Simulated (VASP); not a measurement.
# GdO: elastic constants with PBE

GdO:

```
Gd O
1.0
     0.00000    2.70000    2.70000
     2.70000    0.00000    2.70000
     2.70000    2.70000    0.00000
Gd O
1 1
Cartesian
  0.0000 0.0000 0.0000
  4.0500 4.0500 4.0500
```

```
Program                   : VASP 6.6.1
Task                      : elastic constants
Functional                : PBE
Potentials or basis       : VASP PAW PBE potentials, release 64 (Gd, O)
Cutoff                    : 600 eV
k mesh                    : 7 × 7 × 7
Occupations               : gaussian, width 0.02 eV
Spin                      : collinear spin, ferromagnetic start
Starting moments          : [7.0, 0.0] μB
Ions in elastic constants : relaxed
Further INCAR settings    : ALGO = Normal; EDIFF = 1e-08; IBRION = 6; POTIM = 0.015; NSW = 1; ISIF = 3
```

```json
{
  "Relaxed volume": "19.55 Å³/atom",
  "Relaxed cell": "a = 3.809 Å, b = 3.809 Å, c = 3.809 Å, α = 60.00°, β = 60.00°, γ = 60.00°",
  "Space group after relaxing (to 0.05 Å)": "F-43m (No. 216)",
  "Net moment": "7.60 μB per cell",
  "Site moments": "Gd +6.88; O -0.02 μB",
  "Valence electrons inside the program's atomic spheres": "Gd 15.20; O 4.99",
  "Elastic constants C11, C12, C44": "136, 78, 45 GPa",
  "Voigt bulk modulus": "98 GPa",
  "Highest phonon frequency at Γ, LO-TO splitting left out": "215 cm⁻¹"
}
```

The path:
```
step  energy change (eV)  largest force (eV/Å)  pressure (GPa)  volume (Å³)
   1              0.0000                0.0000           -0.67        39.37
   2             -0.0003                0.0000            0.47        38.90
   3             -0.0006                0.0000           -0.02        39.08
   4             -0.0006                0.0000            0.02        39.08
   5             -0.0006                0.0000           -0.01        39.09
```

Final structure:
```
CELL_PARAMETERS angstrom
0.00000 2.69369 2.69369
2.69369 0.00000 2.69369
2.69369 2.69369 0.00000
ATOMIC_POSITIONS crystal
Gd 0.00000 0.00000 0.00000
O 0.75000 0.75000 0.75000
```

Phonon frequencies in cm⁻¹ (negative: imaginary):
```
              q point        frequencies
(0.000, 0.000, 0.000)  0 0 0 215 215 215
```

Elastic tensor in Voigt notation (GPa, in the Cartesian axes of the cell as first typed):
```
136  78  78   0   0   0
 78 136  78   0   0   0
 78  78 136   0   0   0
  0   0   0  45   0   0
  0   0   0   0  45   0
  0   0   0   0   0  45
```

Clamped-ion elastic tensor (GPa):
```
136  78  78   0   0   0
 78 136  78   0   0   0
 78  78 136   0   0   0
  0   0   0  60   0   0
  0   0   0   0  60   0
  0   0   0   0   0  60
```

Wall time 71 min on 1 thread of Intel(R) Xeon(R) Platinum 8375C CPU @ 2.90GHz (Ice Lake), on a shared host, peak memory 0.43 GiB.

Caveat: a cell with one magnetic atom can't hold antiferromagnetic order, which such compounds often take; without U or exact exchange the open f shell lies at the Fermi level, which spoils levels, moments and volumes. The state reached can hang on the start; a lower one may exist.
